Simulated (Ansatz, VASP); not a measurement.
## Two plane-wave programs on V

```
V
1.0
    -1.51435    1.51435    1.51435
     1.51435   -1.51435    1.51435
     1.51435    1.51435   -1.51435
V
1
Direct
  0.00000 0.00000 0.00000
```

Alike in both runs: task relaxation of cell and atoms; functional PBE; k mesh 20 × 20 × 20; occupations methfessel-paxton of order 1, width 0.1 eV; no spin polarisation.

```csv
,VASP,Ansatz
version,VASP 6.6.1,Ansatz 0.2.0
potentials or method,"VASP PAW PBE potentials, release 64 (V_sv)","scalar-relativistic, plane waves, PAW"
plane-wave cutoff (eV),600,420
valence electrons in the cell,13,13
```

|  | VASP | Ansatz | Ansatz less VASP |
| --- | --- | --- | --- |
| gap on the k mesh at the Fermi level, each at its own relaxed structure (eV) | none | none | - |
| relaxed volume (Å³/atom) | 13.47 | 13.46 | -0.010 |
| relaxed cell length with the largest relative difference (Å) | 2.596 | 2.595 | -0.0007 |
| energy change over the relaxation (meV/atom) | -7 | -8 | -0.4 |

A gap of «none» marks a metal or a gap that the smearing closes.
